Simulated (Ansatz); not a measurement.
# CuGaSe2: a single-point run

Wanted: a converged single-point run for CuGaSe2, and a check of what comes out. The structure is shown as the input types it. The cell is built on a prototype (ordering on zincblende) and needn't be the phase found in nature.

Computed with Ansatz 0.2.0 (density functional or hybrid calculation with the settings of its input, plane waves (as first typed), unless a step's input says otherwise).

## (1) The structure to begin with

Symmetry: P-4m2, No. 115, tetragonal system. The conventional cell has a = 3.931 Å, b = 3.931 Å, c = 5.642 Å, α = 90.00°, β = 90.00°, γ = 90.00°. Cu (site symmetry -4m2) is surrounded by 4 Se at 2.40 Å. Around Se (site symmetry 2mm) lie 2 Cu at 2.40 Å and 2 Ga at 2.44 Å. Around Ga (site symmetry -4m2) lie 4 Se at 2.44 Å.

As a file:

```
Cu Se Ga
1.0
     3.93071    0.00000    0.00000
     0.00000    3.93071    0.00000
     0.00000    0.00000    5.64215
Cu Se Ga
1 2 1
Direct
  0.00000 0.00000 0.00000
  0.00000 0.50000 0.24278
  0.50000 0.00000 0.75722
  0.50000 0.50000 0.50000
```

## (2) The calculation

input.yaml reads:

```yaml
crystal:
  lattice:
    - [3.9307082772, 0.0, 0.0]
    - [0.0, 3.9307082772, 0.0]
    - [0.0, 0.0, 5.6421460618]
  atoms:
    - { symbol: Cu, position: [0.0, 0.0, 0.0] }
    - { symbol: Se, position: [0.0, 0.5, 0.2427767847] }
    - { symbol: Ga, position: [0.5, 0.5, 0.5] }
    - { symbol: Se, position: [0.5, 0.0, 0.7572232153] }
kpoints:
  mp_grid: { grid: [4, 4, 4] }
hamiltonian:
  xc: pbe
scf:
  occupations: { method: fermi_dirac, width: 0.02 }
  n_extra_bands: 5
  convergence: { dr2_threshold: 0.01 }
  max_iter: 73
output:
  forces: true
  stress: true
  eigenvalues: true
```

Command:

```
$ ansatz run input.yaml --threads 4 --pin off --max-ram 3686MiB --backend cpu --events-out ev --progress --plain --runs-dir out
```

**Question.** How will this run end, and is anything wrong with its input?

This run ends as converged, with warnings (force scf threshold loose, stress scf threshold loose). Its log warns: «scf.convergence.dr2_threshold = 1e-2 eV is looser than this run's default, which is 1e-7 eV or tighter. The error in the forces grows as the threshold's square root ...»

The threshold asked is loose, but the program put off the close and ended at dr2 = 5.3e-7, so little accuracy was lost here.

To check: delete scf.convergence.dr2_threshold (the default then holds).
